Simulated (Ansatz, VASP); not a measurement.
**RbBr in VASP and in Ansatz**

Contents of INCAR:

```
ALGO = Normal
EDIFF = 1E-7
ENCUT = 520
GGA = PE
ISIF = 2
ISMEAR = -1
LASPH = T
LCHARG = F
LREAL = F
LWAVE = F
NBANDS = 15
NELM = 80
PREC = Accurate
SIGMA = 0.02
```

KPOINTS

```
k-points
0
Gamma
  6 6 6
```

The input POSCAR:

```
RbBr
1.0
    4.0603273326      0.0000000000      0.0000000000
    0.0000000000      4.0603273326      0.0000000000
    0.0000000000      0.0000000000      4.1242532581
Rb Br
1 1
Direct
    0.0000000000      0.0000000000      0.0000000000
    0.5000000000      0.5000000000      0.5000000000
```

Input for Ansatz:

```yaml
crystal:
  lattice:
    - [4.0603273326, 0.0, 0.0]
    - [0.0, 4.0603273326, 0.0]
    - [0.0, 0.0, 4.1242532581]
  atoms:
    - { symbol: Rb, position: [0.0, 0.0, 0.0] }
    - { symbol: Br, position: [0.5, 0.5, 0.5] }
kpoints:
  mp_grid: { grid: [6, 6, 6] }
  band_path:
    path:
      - [0.0, 0.0, 0.0]
      - [0.0, 0.5, 0.0]
      - [0.5, 0.5, 0.0]
      - [0.5, 0.5, 0.5]
      - [0.0, 0.5, 0.5]
    npoints: 1
hamiltonian:
  xc: pbe
scf:
  occupations: { method: fermi_dirac, width: 0.02 }
  n_extra_bands: 4
output:
  forces: true
  stress: true
  eigenvalues: true
```

Change from the starting cell: biaxial_xy strain -1.6%.

Alike in both runs: task single point; functional PBE; k mesh 6 × 6 × 6; occupations fermi-dirac, width 0.02 eV; no spin polarisation.

|  | VASP | Ansatz |
| --- | --- | --- |
| version | VASP 6.6.1 | Ansatz 0.2.0 |
| potentials or method | VASP PAW PBE potentials, release 64 (Rb_sv, Br) | plane waves, PAW |
| plane-wave cutoff (eV) | 520 | 420 |
| valence electrons in the cell | 16 | 16 |

Ansatz gave:

| Item | Value |
| --- | --- |
| gap on the k mesh at the Fermi level (eV) | 4.17 |
| pressure (GPa) | 1.4 |
| largest component of the traceless stress (GPa) | 0.32 |

Question: Which values does VASP return?

Answer: gap on the k mesh at the Fermi level (eV): 4.17; pressure (GPa): 1.5; largest component of the traceless stress (GPa): 0.32.

A k mesh can miss the band edges.
